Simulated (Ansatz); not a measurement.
## All-electron card of WS2

```
W S
1.0
     1.57900    0.91164    6.16333
    -1.57900    0.91164    6.16333
     0.00000   -1.82327    6.16333
W S
1 2
Cartesian
  0.0000 0.0000 0.0000
  0.0000 0.0000 13.8730
  0.0000 0.0000 10.7427
```

Atoms are numbered in the order listed.

The cell is COD entry 9012192, as deposited and not checked against the literature; nothing was relaxed.

Spin–orbit coupling is left out, though it moves levels of the heavy atoms by tenths of an eV or more.

All numbers are computed: DFT, PBEsol, all-electron LAPW, scalar-relativistic (Ansatz 0.2.0); DFT, PBEsol, PAW with Ansatz's default frozen-core files, scalar-relativistic (Ansatz 0.2.0).

For LAPW: a Γ-centred 15×15×15 k mesh, Fermi–Dirac smearing of 0.03 eV, basis error target 1 meV/atom, no spin polarisation. PAW takes a cutoff of 420 eV at this cell (files made with PBE, cores remade for this functional). The Ansatz runs share mesh, smearing and spin set-up. Values come from LAPW unless marked.

- Largest force: 0.599 eV/Å on W1
- Volume per atom: 17.74 Å³

(1) Give the computed value. Löwdin charges (with 0.24 e of the cell spilling out of the atomic basis, so their sizes and signs hang on that basis).

(2) Predict this quantity. Pressure at this cell.

(3) Stress xx, yy, zz (compression positive): what does the calculation give?

(4) Predict this quantity. Band gap.

(5) Predict this quantity. Smallest direct gap on the path.

(6) Predict this quantity. Bader charges (from the PAW run).

Answers

(1) W1 0.44, S2 -0.10, S3 -0.11 e.

(2) -0.58 GPa.

(3) -0.92, -0.92, 0.09 GPa.

(4) 0.97 eV, indirect from T (0.5, 0.5, 0.5) to the line Γ–S0 (0.341, -0.341, 0).

(5) 1.89 eV.

(6) W1 +1.32, S2 -0.67, S3 -0.66 e.
